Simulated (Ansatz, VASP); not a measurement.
Two plane-wave programs on AlN

Contents of INCAR:

```
SYSTEM = AlN
  ALGO = Normal
  EDIFF = 1E-6
  ENCUT = 520
  GGA = PE
  ISIF = 2
  ISMEAR = 0
  LASPH = .True.
  LCHARG = .False.
  LREAL = .False.
  LWAVE = .False.
  NBANDS = 11
  NELM = 80
  PREC = Accurate
  SIGMA = 0.05
```

File KPOINTS:

```
k-points
0
Gamma
  10 10 10
  0 0 0
```

POSCAR

```
AlN
1.0
    0.0000000000      2.0650357700      2.0345180000
    2.0650357700      0.0000000000      2.0345180000
    2.0650357700      2.0650357700      0.0000000000
Al N
1 1
Direct
    0.5000000000      0.5000000000      0.5000000000
    0.0000000000      0.0000000000      0.0000000000
```

Input for Ansatz:

```yaml
crystal:
  lattice:
    - [0.0, 2.06503577, 2.034518]
    - [2.06503577, 0.0, 2.034518]
    - [2.06503577, 2.06503577, 0.0]
  atoms:
    - { symbol: Al, position: [0.5, 0.5, 0.5] }
    - { symbol: "N", position: [0.0, 0.0, 0.0] }
basis:
  ecutwfc: 420
kpoints:
  mp_grid: { grid: [10, 10, 10] }
hamiltonian:
  xc: pbe
scf:
  occupations: { method: gaussian, width: 0.05 }
output:
  forces: true
  stress: true
  eigenvalues: true
```

Change from the starting cell: strain +0.015 along x and y, +0.000 along z, atoms carried along.

Alike in both runs: task single point; functional PBE; k mesh 10 × 10 × 10; occupations gaussian, width 0.05 eV; no spin polarisation.

```csv
,VASP,Ansatz
version,VASP 6.6.1,Ansatz 0.2.0
potentials or method,"VASP PAW PBE potentials, release 64 (Al, N)","scalar-relativistic, plane waves, PAW"
plane-wave cutoff (eV),520,420
valence electrons in the cell,8,8
```

|  | VASP | Ansatz | Ansatz less VASP |
| --- | --- | --- | --- |
| gap on the k mesh at the Fermi level (eV) | 4.03 | 4.05 | +0.022 |
| least direct gap on the mesh (eV) | 4.95 | 4.94 | -0.009 |
| pressure (GPa) | -7.0 | -6.7 | +0.25 |
| largest component of the traceless stress (GPa) | 2.13 | 2.14 | +0.011 |

A k mesh can miss the band edges.
